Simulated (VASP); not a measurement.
# Mo (Im-3m) in VASP: notebook

Runs on Mo. Level: PBE. Tasks: single point.

All numbers are computed with VASP 6.6.1; they aren't measurements. Logs are shortened: lines on timing, memory, paths and dates and some standing lists are left out, and cuts for length are marked.

### 1 The crystal as given

Symmetry: Im-3m, No. 229, cubic system. Conventional cell: a = 3.168 Å, b = 3.168 Å, c = 3.168 Å, α = 90.00°, β = 90.00°, γ = 90.00°. Around Mo (site symmetry m-3m) lie 8 Mo at 2.74 Å.

### 2 Single point, PBE

INCAR reads:

```
ADDGRID = F
ALGO = Normal
EDIFF = 1E-7
ENCUT = 400
GGA = PE
ISIF = 2
ISMEAR = 1
LASPH = T
LCHARG = F
LREAL = F
LWAVE = F
NBANDS = 13
NELM = 100
PREC = Accurate
SIGMA = 0.2
```

KPOINTS reads:

```
k-points
0
Gamma
  15 15 15
```

POSCAR reads:

```
Mo
1.0
   -1.5838089719      1.5838089719      1.5838089719
    1.5838089719     -1.5838089719      1.5838089719
    1.5838089719      1.5838089719     -1.5838089719
Mo
1
Direct
    0.0000000000      0.0000000000      0.0000000000
```

Potentials or basis: VASP PAW PBE potentials, release 64 (Mo_sv).

Started as:

```sh
$ cat potpaw_PBE.64/Mo_sv/POTCAR > POTCAR
$ mpirun -np 1 vasp_std > vasp.out
```

OUTCAR:

```text
EDIFF = 1E-7
   ENCUT = 400
   GGA = PE
   ISIF = 2
   ISMEAR = 1
   LASPH = T
   LREAL = F
   NELM = 100
   PREC = Accurate

 Found    120 irreducible k-points:

 Following reciprocal coordinates:
            Coordinates               Weight
  0.000000  0.000000  0.000000      1.000000
  0.066667  0.000000  0.000000     12.000000
  0.133333  0.000000  0.000000     12.000000
  0.200000  0.000000  0.000000     12.000000
  0.266667  0.000000  0.000000     12.000000
  0.333333  0.000000  0.000000     12.000000
   k-points           NKPTS =    120   k-points in BZ     NKDIM =    120   number of bands    NBANDS=     13
   number of dos      NEDOS =    301   number of ions     NIONS =      1
   total plane-waves  NPLWV =   5832
   dimension x,y,z NGX =    18 NGY =   18 NGZ =   18
   dimension x,y,z NGXF=    36 NGYF=   36 NGZF=   36
   ions per type =               1
   NGX,Y,Z   is equivalent  to a cutoff of  10.91, 10.91, 10.91 a.u.
   NGXF,Y,Z  is equivalent  to a cutoff of  21.82, 21.82, 21.82 a.u.
 SYSTEM =  unknown system
   PREC   = accura    normal or accurate (medium, high low for compatibility)
   ISTART =      0    job   : 0-new  1-cont  2-samecut
   ICHARG =      2    charge: 1-file 2-atom 10-const
   ISPIN  =      1    spin polarized calculation?
   LNONCOLLINEAR =      F non collinear calculations
   LSORBIT =      F    spin-orbit coupling
   LASPH  =      T    aspherical Exc in radial PAW
   ENCUT  =  400.0 eV  29.40 Ry    5.42 a.u.   4.47  4.47  4.47*2*pi/ulx,y,z
   NELM   =    100;   NELMIN=  2; NELMDL= -5     # of ELM steps
   EDIFF  = 0.1E-06   stopping-criterion for ELM
   LREAL  =      F    real-space projection
   EDIFFG = 0.1E-05   stopping-criterion for IOM
   NSW    =      0    number of steps for IOM
   IBRION =     -1    ionic relax: 0-MD 1-quasi-New 2-CG
   NFREE  =      0    steps in history (QN), initial steepest desc. (CG)
   ISIF   =      2    stress and relaxation
   ISYM   =      2    0-nonsym 1-usesym 2-fastsym
   POTIM  = 0.5000    time-step for ionic-motion
   TEBEG  =    0.0;   TEEND  =   0.0 temperature during run
   PSTRESS=    0.0 pullay stress
   NELECT =      14.0000    total number of electrons
   NUPDOWN=      -1.0000    fix difference up-down
   EMIN   =  10.00;   EMAX   =-10.00  energy-range for DOS
   EFERMI =   0.00;   METHOD = LEGACY
   ISMEAR =     1;   SIGMA  =   0.20  broadening in eV -4-tet -1-fermi 0-gaus
   EFERMI_NEDOS =   21; number of points for ismear=-14 and -15
   IALGO  =     38    algorithm
   IMIX   =      4    mixing-type and parameters
     AMIX     =   0.40;   BMIX     =  1.00
     AMIX_MAG =   1.60;   BMIX_MAG =  1.00
  volume/ion in A,a.u.               =      15.89       107.24
  Fermi-wavevector in a.u.,A,eV,Ry     =   1.569380  2.965698 33.510508  2.462953
  Thomas-Fermi vector in A             =   2.671271
   LORBIT       =      0    0 simple, 1 ext, 2 COOP (PROOUT), +10 PAW based schemes
   GGA     = PE    functional components
   LHFCALC =     F    Hartree Fock is set to
   AEXX    =    0.0000 exact exchange contribution
   IVDW    =     0    specifies the selected vdW correction
   LEPSILON=     F    determine dielectric tensor
   LRPA    =     F    only Hartree local field effects (RPA)
 non-spin polarized calculation
 Methfessel and Paxton  Order N= 1 SIGMA  =   0.20
  energy-cutoff  :      400.00
  volume of cell :       15.89
 maximum number of plane-waves:       321
 NGX is ok and might be reduce to    18
   NGX =  9   NGY =  9   NGZ =  9

 number of electron      14.0000005 magnetization

 Free energy of the ion-electron system (eV)
  ---------------------------------------------------
  ext. energy  EPLUGINS =         0.00000000
  ---------------------------------------------------
  free energy    TOTEN  =       -10.93105893 eV

  energy without entropy =      -10.93113138  energy(sigma->0) =      -10.93108308

 E-fermi :  12.2828     XC(G=0): -13.2985

 val. band max:       12.2540592016   @ k =  -0.1333   0.1333   0.1333
 cond. band min:      12.2892691768   @ k =   0.0667   0.0667   0.0667
 fundamental gap:      0.0352099752
 Fermi energy:        12.2827973574

 k-point     1 :       0.0000    0.0000    0.0000
  band No.  band energies     occupation
      1     -48.9507      2.00000
      2     -22.2576      2.00000
      3     -22.2576      2.00000
      4     -22.2576      2.00000
      5       5.1494      2.00000
      6      10.9945      2.00000
      7      10.9945      2.00000
      8      10.9945      2.00000
      9      13.9590     -0.00000
     10      13.9590     -0.00000
     11      27.1372      0.00000
     12      27.1372      0.00000
     13      27.1372      0.00000

 k-point     2 :       0.0667    0.0000    0.0000
  band No.  band energies     occupation
      1     -48.9403      2.00000
      2     -22.3183      2.00000
      3     -22.2766      2.00000
      4     -22.2579      2.00000
      5       5.3424      2.00000
      6      10.8867      2.00000
      7      10.9767      2.00000
      8      11.1749      2.00000
      9      13.8027     -0.00000
     10      13.9623     -0.00000
     11      27.2788      0.00000
     12      27.4620      0.00000
     13      27.5065      0.00000

 k-point     3 :       0.1333    0.0000    0.0000
  band No.  band energies     occupation
      1     -48.9105      2.00000
      2     -22.4888      2.00000
      3     -22.3293      2.00000
      4     -22.2584      2.00000
      5       5.8807      2.00000
      6      10.5964      2.00000
      7      10.8912      2.00000
      8      11.7058      2.00035
      9      13.5043     -0.00000
     10      13.9821     -0.00000
     11      27.5675      0.00000
     12      28.3285      0.00000
     13      28.3985      0.00000

 k-point     4 :       0.2000    0.0000    0.0000
  band No.  band energies     occupation
      1     -48.8664      2.00000
      2     -22.7357      2.00000
      3     -22.4068      2.00000
      4     -22.2601      2.00000
      5       6.6162      2.00000
      6      10.2019      2.00000
      7      10.7523      2.00000
      8      12.5524     -0.06697
      9      13.3689     -0.00000
     10      14.0389     -0.00000
     11      27.5508      0.00000
     12      28.7712      0.00000
     13      29.8497      0.00000

 k-point     5 :       0.2667    0.0000    0.0000
  band No.  band energies     occupation
      1     -48.8153      2.00000
      2     -23.0118      2.00000
      3     -22.4949      2.00000
      4     -22.2624      2.00000
      5       7.2220      2.00000
      6       9.7886      2.00000
      7      10.8704      2.00000
      8      13.4903     -0.00000
      9      13.6520     -0.00000
     10      14.1490     -0.00000
     11      26.8380      0.00000
     12      28.0336      0.00000
     13      31.6919      0.00000

 k-point     6 :       0.3333    0.0000    0.0000
  band No.  band energies     occupation
      1     -48.7660      2.00000
      2     -23.2691      2.00000
      3     -22.5774      2.00000
      4     -22.2642      2.00000
      5       7.3772      2.00000
      6       9.4256      2.00000
      7      11.6117      2.00002
      8      13.7546     -0.00000
      9      14.3053     -0.00000
     10      14.8925     -0.00000
     11      25.7767      0.00000
     12      26.5005      0.00000
     13      33.0156      0.00000

 [... further k-points ...]

------------------------ aborting loop because EDIFF is reached ----------------------------------------

  FORCE on cell =-STRESS in cart. coord.  units (eV):
  Direction    XX          YY          ZZ          XY          YZ          ZX
  --------------------------------------------------------------------------------------
  -------------------------------------------------------------------------------------
  Total       -0.1874872     -0.1874872     -0.1874872     -0.0000000     -0.0000000      0.0000000
  in kB      -18.9022606    -18.9022606    -18.9022606     -0.0000000     -0.0000000      0.0000000
  external PRESSURE =     -18.9022606 kB  Pullay stress =       0.0000000 kB

 VOLUME and BASIS-vectors are now :
 -----------------------------------------------------------------------------
  energy-cutoff  :      400.00
  volume of cell :       15.89
      direct lattice vectors                 reciprocal lattice vectors
    -1.583808972  1.583808972  1.583808972     0.000000000  0.315694638  0.315694638
     1.583808972 -1.583808972  1.583808972     0.315694638  0.000000000  0.315694638
     1.583808972  1.583808972 -1.583808972     0.315694638  0.315694638  0.000000000

 POSITION                                       TOTAL-FORCE (eV/Angst)
 -----------------------------------------------------------------------------------
      0.00000      0.00000      0.00000        -0.000000      0.000000      0.000000
 -----------------------------------------------------------------------------------
    total drift:                                0.000000      0.000000      0.000000

  FREE ENERGIE OF THE ION-ELECTRON SYSTEM (eV)
  ---------------------------------------------------
  free  energy   TOTEN  =       -10.9310589251 eV

  energy  without entropy=      -10.9311313762  energy(sigma->0) =      -10.93108308
```

It took 7.3 s on 1 thread of Intel Xeon 6975P-C (Granite Rapids), shared host; peak memory 0.12 GiB.

The run converged, but some of its settings lie outside the range that counts as converged, so its numbers aren't taken as properties of the crystal.

Results:

```yaml
Free_energy: -10.9311 eV
Pressure: -1.9 GPa
Band_gap_on_the_k_mesh: none (metal or under the smearing width)
```

### 3 Single point, PBE

INCAR is that of step 2.

KPOINTS is that of step 2.

POSCAR reads:

```
Mo
1.0
   -1.6018940000      1.6123050000      1.5868230000
    1.5840600000     -1.5829550000      1.5396390000
    1.5998790000      1.5809390000     -1.5574730000
Mo
1
Direct
   -0.0100820000     -0.0008690000      0.0196120000
```

Potentials or basis: VASP PAW PBE potentials, release 64 (Mo_sv).

Started as:

```sh
$ cat potpaw_PBE.64/Mo_sv/POTCAR > POTCAR
$ mpirun -np 1 vasp_std > vasp.out
```

Wall time 67 s (1 thread of Intel Xeon 6975P-C (Granite Rapids), shared host); peak memory 0.32 GiB.

These settings aren't checked as converged: the numbers below hold their error.

Results:

- Free energy: -10.9249 eV
- Pressure: -1.8 GPa
- Band gap on the k mesh: none (metal or under the smearing width)
